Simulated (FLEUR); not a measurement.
# TiC (Fm-3m) in FLEUR: notebook, part 3 of 3

FLEUR MaX-R8.1 (later development tree). The steps go on from the part before.

## 5. Relaxation of the atoms, PBE+U (atoms moved at random, drawn with an rms of 0.1 Å)

File inp.xml:

```xml
<?xml version="1.0" encoding="UTF-8" standalone="no"?>
<fleurInput fleurInputVersion="0.39">
   <comment>
      TiC                                                                                                 
   </comment>
   <calculationSetup>
      <cutoffs Kmax="4.61" Gmax="14.3" GmaxXC="14.3" numbands="0"/>
      <scfLoop itmax="100" minDistance="0.0002" maxIterBroyd="50" imix="Anderson" alpha="0.05" precondParam="0.0" spinf="2.0" sdNocoIR="T"/>
      <coreElectrons ctail="T" frcor="F" kcrel="0" coretail_lmax="0"/>
      <xcFunctional name="pbe" relativisticCorrections="F"/>
      <magnetism jspins="1"/>
      <soc l_soc="F" theta="0.0" phi="0.0" spav="F"/>
      <expertModes spex="0" secvar="F"/>
      <geometryOptimization l_f="T" forcealpha="1.0" forcemix="BFGS" epsdisp="0.0005" epsforce="0.0005"/>
      <ldaU l_linMix="F" mixParam="0.05" spinf="1.0"/>
   </calculationSetup>
   <cell>
      <bzIntegration valenceElectrons="16.0" mode="hist" fermiSmearingEnergy="0.00073499">
         <kPointListSelection listName="default-1"/>
         <!-- k-points included here -->
         <xi:include xmlns:xi="http://www.w3.org/2001/XInclude" href="kpts.xml"> </xi:include>
      </bzIntegration>
      <!-- symmetry operations included here -->
      <xi:include xmlns:xi="http://www.w3.org/2001/XInclude" href="sym.xml"> </xi:include>
      <bulkLattice scale="1.0">
         <bravaisMatrix>
            <row-1>    0.0000000000000000     4.0926154774783940     4.0926154774783940</row-1>
            <row-2>    4.0926154774783940     0.0000000000000000     4.0926154774783940</row-2>
            <row-3>    4.0926154774783940     4.0926154774783940     0.0000000000000000</row-3>
         </bravaisMatrix>
      </bulkLattice>
   </cell>
   <atomSpecies>
      <species name="Titanium (Ti)" element="Ti" atomicNumber="22">
         <mtSphere radius="1.99" gridPoints="659" logIncrement="0.018"/>
         <atomicCutoffs lmax="8" lnonsphr="6"/>
         <electronConfig flipSpins="F">
            <coreConfig>(1s1/2) (2s1/2) (2p1/2) (2p3/2)</coreConfig>
            <valenceConfig>(3s1/2) (3p1/2) (3p3/2) (4s1/2) (3d3/2) (3d5/2)</valenceConfig>
            <stateOccupation state="(3d3/2)" spinUp="0.400000" spinDown="0.400000"/>
            <stateOccupation state="(3d5/2)" spinUp="0.600000" spinDown="0.600000"/>
         </electronConfig>
         <energyParameters s="4" p="4" d="3" f="4"/>
         <ldaU l="2" U="1" J="0.5" l_amf="F"/>
         <lo type="SCLO" l="0" n="3" eDeriv="0"/>
         <lo type="SCLO" l="1" n="3" eDeriv="0"/>
         <lo type="SCLO" l="1" n="3" eDeriv="1"/>
         <lo type="SCLO" l="3" n="4" eDeriv="2"/>
      </species>
      <species name="Carbon (C)" element="C" atomicNumber="6">
         <mtSphere radius="1.52" gridPoints="503" logIncrement="0.02"/>
         <atomicCutoffs lmax="8" lnonsphr="6"/>
         <electronConfig flipSpins="F">
            <coreConfig>(1s1/2)</coreConfig>
            <valenceConfig>(2s1/2) (2p1/2) (2p3/2)</valenceConfig>
            <stateOccupation state="(2p1/2)" spinUp="0.333333" spinDown="0.333333"/>
            <stateOccupation state="(2p3/2)" spinUp="0.666667" spinDown="0.666667"/>
         </electronConfig>
         <energyParameters s="2" p="2" d="3" f="4"/>
         <lo type="SCLO" l="0" n="2" eDeriv="2"/>
         <lo type="SCLO" l="1" n="2" eDeriv="2"/>
         <lo type="SCLO" l="2" n="3" eDeriv="2"/>
      </species>
   </atomSpecies>
   <atomGroups>
      <atomGroup species="Titanium (Ti)">
         <relPos label="                   1">-.0382610000 -.0040730000 -.0078940000</relPos>
         <force calculate="T" relaxXYZ="TTT"/>
      </atomGroup>
      <atomGroup species="Carbon (C)">
         <relPos label="                   2">-.4841860000 .4525730000 -.4860880000</relPos>
         <force calculate="T" relaxXYZ="TTT"/>
      </atomGroup>
   </atomGroups>
   <output dos="F" band="F" slice="F">
      <checks vchk="F" cdinf="F"/>
      <bandDOS minEnergy="-.5*Htr" maxEnergy="0.5*Htr" sigma="0.015" storeEVData="T"/>
      <vacuumDOS vacdos="F" integ="F" star="F" nstars="0" locx1="0.0" locy1="0.0" locx2="0.0" locy2="0.0" nstm="0" tworkf="0.0"/>
      <unfoldingBand unfoldBand="F" supercellX="1" supercellY="1" supercellZ="1"/>
      <plotting iplot="0" polar="F">
         <plot TwoD="T" vec1="  1.0  0.0  0.0" vec2="  0.0  1.0  0.0" vec3="  0.0  0.0  1.0" zero="  0.0  0.0  0.0" file="plot"/>
      </plotting>
      <chargeDensitySlicing numkpt="0" minEigenval="0.0" maxEigenval="0.0" nnne="0" pallst="F"/>
      <specialOutput eonly="F"/>
      <moessbauerParams electricFieldGradient="T" isomerShift="T" coreHyperfine="T" valenceHyperfine="T"/>
      <magneticCircularDichroism mcd="F" energyLo="-10.0" energyUp="0.0"/>
   </output>
  <!-- We include the file relax.xml here to enable relaxations (see documentation) -->
  <xi:include xmlns:xi="http://www.w3.org/2001/XInclude" href="relax.xml"> <xi:fallback/> </xi:include>
</fleurInput>
```

File crystal.txt:

```
TiC
&input cartesian=F /
0.0000000000  2.1657188437  2.1657188437
2.1657188437  0.0000000000  2.1657188437
2.1657188437  2.1657188437  0.0000000000
1.8897261246
1.0 1.0 1.0

2
22 -0.0382610000  -0.0040730000  -0.0078940000
6 0.5158140000  0.4525730000  0.5139120000

&kpt div1=6 div2=6 div3=6 gamma=T /
```

Potentials or basis: all-electron, FLAPW.

Launch:

```sh
> inpgen -f crystal.txt -profile fastHighL
> # inp.xml edited to the form shown
> fleur_MPI   # started 6 times, once a step
```

What it wrote:

```text
[run 1 of the program]

      Welcome to FLEUR        (www.flapw.de)
      MaX-Release 8.1          (www.max-centre.eu)

 ========== k-point set info ==========
 Selected k-point list: default-1
 k-point list type: mesh
 6 x 6 x 6
 Number of k points: 112

 ------------Calculation Setup---------------------------
 Number of MPI-tasks      :            1
 Number of PE/node        :            1
 Number of OMP-threads    :            1
 Most efficient MPI parallelization for:
           1           2           4           7           8          14          16          28          56         112
 Additional eigenvalue parallelization possible
 Number of basis functions:          315
 Approximate size of matrices (H+S) per k-point:         0.003 GB
 --------------------------------------------------------
 no density matrix found ... skipping LDA+U
Nuclear radius smaller than smallest radial mesh point for atom type 2 -- skipping its core isomer shift
Nuclear radius smaller than smallest radial mesh point for atom type 2 -- skipping its isomer shift
 Reset of history
 Iteration:     1   Distance:      29.94259367 me/bohr^3
Nuclear radius smaller than smallest radial mesh point for atom type 2 -- skipping its core isomer shift
Nuclear radius smaller than smallest radial mesh point for atom type 2 -- skipping its isomer shift
 Iteration:     2   Distance:      25.17103764 me/bohr^3
Nuclear radius smaller than smallest radial mesh point for atom type 2 -- skipping its core isomer shift
Nuclear radius smaller than smallest radial mesh point for atom type 2 -- skipping its isomer shift
 Iteration:     3   Distance:      20.38872947 me/bohr^3
Nuclear radius smaller than smallest radial mesh point for atom type 2 -- skipping its core isomer shift
Nuclear radius smaller than smallest radial mesh point for atom type 2 -- skipping its isomer shift
 Iteration:     4   Distance:      10.79725685 me/bohr^3
Nuclear radius smaller than smallest radial mesh point for atom type 2 -- skipping its core isomer shift
Nuclear radius smaller than smallest radial mesh point for atom type 2 -- skipping its isomer shift
 Iteration:     5   Distance:      10.78231157 me/bohr^3
Nuclear radius smaller than smallest radial mesh point for atom type 2 -- skipping its core isomer shift
Nuclear radius smaller than smallest radial mesh point for atom type 2 -- skipping its isomer shift
 Iteration:     6   Distance:       1.65385594 me/bohr^3
Nuclear radius smaller than smallest radial mesh point for atom type 2 -- skipping its core isomer shift
Nuclear radius smaller than smallest radial mesh point for atom type 2 -- skipping its isomer shift
 Iteration:     7   Distance:       1.51433399 me/bohr^3
Nuclear radius smaller than smallest radial mesh point for atom type 2 -- skipping its core isomer shift
Nuclear radius smaller than smallest radial mesh point for atom type 2 -- skipping its isomer shift
 Iteration:     8   Distance:       0.38837874 me/bohr^3
[... 8 lines left out ...]
 Iteration:    11   Distance:       0.03835716 me/bohr^3
Nuclear radius smaller than smallest radial mesh point for atom type 2 -- skipping its core isomer shift
Nuclear radius smaller than smallest radial mesh point for atom type 2 -- skipping its isomer shift
 Iteration:    12   Distance:       0.00862734 me/bohr^3
Nuclear radius smaller than smallest radial mesh point for atom type 2 -- skipping its core isomer shift
Nuclear radius smaller than smallest radial mesh point for atom type 2 -- skipping its isomer shift
 Iteration:    13   Distance:       0.00541143 me/bohr^3
Nuclear radius smaller than smallest radial mesh point for atom type 2 -- skipping its core isomer shift
Nuclear radius smaller than smallest radial mesh point for atom type 2 -- skipping its isomer shift
 Iteration:    14   Distance:       0.00106024 me/bohr^3
Nuclear radius smaller than smallest radial mesh point for atom type 2 -- skipping its core isomer shift
Nuclear radius smaller than smallest radial mesh point for atom type 2 -- skipping its isomer shift
 Iteration:    15   Distance:       0.00089676 me/bohr^3
Nuclear radius smaller than smallest radial mesh point for atom type 2 -- skipping its core isomer shift
Nuclear radius smaller than smallest radial mesh point for atom type 2 -- skipping its isomer shift
 Iteration:    16   Distance:       0.00008851 me/bohr^3
Nuclear radius smaller than smallest radial mesh point for atom type 2 -- skipping its core isomer shift
Nuclear radius smaller than smallest radial mesh point for atom type 2 -- skipping its isomer shift
 Reset of history

 ********************************************************************
 Run finished successfully
 Stop message:
   Structural relaxation: new displacements generated
 ********************************************************************
```

relax.xml:

```text
 <!-- Attention, absolute coordinates used here -->
 <relaxation>
   <displacements>
    <displace>  -0.0441979722    0.1551209835    0.0220167012 </displace>
    <displace>   0.0443042794   -0.1555463818   -0.0220624504 </displace>
  </displacements>
   <relaxation-history>
    <step energy="     -891.9665686417">
[... 15 lines left out ...]
    <step energy="     -891.9711563133">
      <posforce>  -0.0938547443   -0.0358898047   -0.1507985485    0.0000931544    0.0002263463   -0.0000590568 </posforce>
      <posforce>  -0.0921787795   -4.1243344450   -0.1518870680   -0.0000932451   -0.0002324362    0.0000593672 </posforce>
    </step>
    <step energy="     -891.9711568320">
      <posforce>  -0.0933894591   -0.0338864137   -0.1511080192    0.0000416595    0.0000061307   -0.0000253971 </posforce>
      <posforce>  -0.0926437356   -4.1263808012   -0.1515760416   -0.0000418428   -0.0000081910    0.0000257426 </posforce>
    </step>
   </relaxation-history>
 </relaxation>
```

It took 11 min on 1 thread of Arm Neoverse V2, shared host; peak memory 0.1 GiB.

What came out:

```
Free energy                                           : -24271.7721 eV
Energy gained by relaxing                             : 62.5 meV/atom
Ionic steps                                           : 6
Band gap on the k mesh                                : none (metal or under the smearing width)
Valence electrons inside the program's atomic spheres : Ti 9.51; C 2.47 (radii Ti 1.99, C 1.52 bohr)
```

Forces in eV/Å, atoms in the order of the input:
```
Ti   0.002  0.000 -0.001
C   -0.002  0.000  0.001
```

Step by step:
```tsv
step	energy change (eV)	largest force (eV/Å)
1	0.0000	1.5628
2	-0.0448	1.2054
3	-0.1217	0.2255
4	-0.1247	0.0422
5	-0.1249	0.0132
6	-0.1249	0.0026
```

Final structure:
```yaml
crystal:
  lattice:
    - [0.00000, 2.16572, 2.16572]
    - [2.16572, 0.00000, 2.16572]
    - [2.16572, 2.16572, 0.00000]
  atoms:
    - { symbol: Ti, position: [0.98881, 0.97427, 0.00291] }
    - { symbol: C, position: [0.48868, 0.47429, 0.50308] }
```

Levels at points of the mesh, in eV from the Fermi level:
```csv
k point,band 4,band 5,band 6,band 7,band 8,band 9,band 10,band 11,band 12,band 13
"(0.00, 0.00, 0.00)",-32.61,-12.31,0.85,0.85,0.85,1.79,1.79,1.79,1.84,1.85
"(0.00, 0.00, 0.50)",-32.66,-8.82,-5.74,-2.78,-2.78,3.09,3.09,4.27,8.29,8.32
"(0.00, 0.50, 0.00)",-32.66,-8.82,-5.74,-2.78,-2.78,3.09,3.09,4.27,8.29,8.32
"(0.00, 0.50, 0.50)",-32.78,-10.01,-3.35,-1.48,0.06,0.06,2.85,3.70,3.70,5.95
"(0.50, 0.00, 0.00)",-32.66,-8.82,-5.74,-2.78,-2.78,3.09,3.09,4.27,8.29,8.32
"(0.50, 0.00, 0.50)",-32.78,-10.01,-3.35,-1.48,0.06,0.06,2.85,3.70,3.70,5.95
"(0.50, 0.50, 0.00)",-32.78,-10.01,-3.35,-1.48,0.06,0.06,2.85,3.70,3.70,5.95
"(0.50, 0.50, 0.50)",-32.66,-8.82,-5.74,-2.78,-2.78,3.09,3.09,4.27,8.29,8.32
```

Core levels (eV from the Fermi level):
```tsv
atom	levels
1 Ti	1s1/2 -4861.9, 2s1/2 -531.0, 2p1/2 -442.2, 2p3/2 -436.4
2 C	1s1/2 -264.5
```

Caveat: the k mesh is coarse (spacing up to 0.42 Å⁻¹), so the values aren't converged; U without spin polarisation on a metal has little footing; the U is typed as a test and isn't derived for this compound.

## 6. Summary

| task | level | spin | U | cell | k mesh | smearing | inpgen profile | gmax | muffin-tin radii | lmax | local orbitals a species | kmax | mesh quality | gap on the mesh (eV) |
| --- | --- | --- | --- | --- | --- | --- | --- | --- | --- | --- | --- | --- | --- | --- |
| single point | PW91 | collinear, ferromagnetic start | - | as given | 11 × 11 × 11 | fermi-dirac 0.05 eV | fastHighL | 13.2 1/bohr | Ti 2.15, C 1.64 bohr | Ti 9, C 8 | Ti 5, C 3 | 4.27 1/bohr | not flagged | none |
| single point | revPBE+U | off | Ti d U = 6 eV, J = 0.9 eV | atoms moved at random, drawn with an rms of 0.1 Å | 7 × 7 × 7 | gaussian 0.02 eV | veryFastHighL | 17.5 1/bohr | Ti 1.99, C 1.52 bohr | Ti 7, C 5 | Ti 4, C 3 | 3.5 1/bohr | not flagged | - |
| single point | RPBE | SOC, no magnetisation | - | as given | 7 × 7 × 7 | fermi-dirac 0.05 eV | fastHighL | 13.2 1/bohr | Ti 2.15, C 1.64 bohr | Ti 9, C 8 | Ti 5, C 3 | 4.27 1/bohr | not flagged | none |
| relaxation of the atoms | PBE+U | off | Ti d U = 1 eV, J = 0.5 eV | atoms relaxed from: atoms moved at random, drawn with an rms of 0.1 Å | 6 × 6 × 6 | fermi-dirac 0.02 eV | fastHighL | 14.3 1/bohr | Ti 1.99, C 1.52 bohr | Ti 8, C 8 | Ti 4, C 3 | 4.61 1/bohr | coarse | none |

Alike in all rows: potentials or basis all-electron, FLAPW.

Caveats: some runs use coarse meshes; the U is typed as a test and isn't derived for this compound (some runs); the plane-wave cutoff is short for the small spheres of the light atoms, so energies, forces and moduli aren't converged (some runs); U without spin polarisation on a metal has little footing (some runs).

Compare energies only between runs with the same functional and basis.
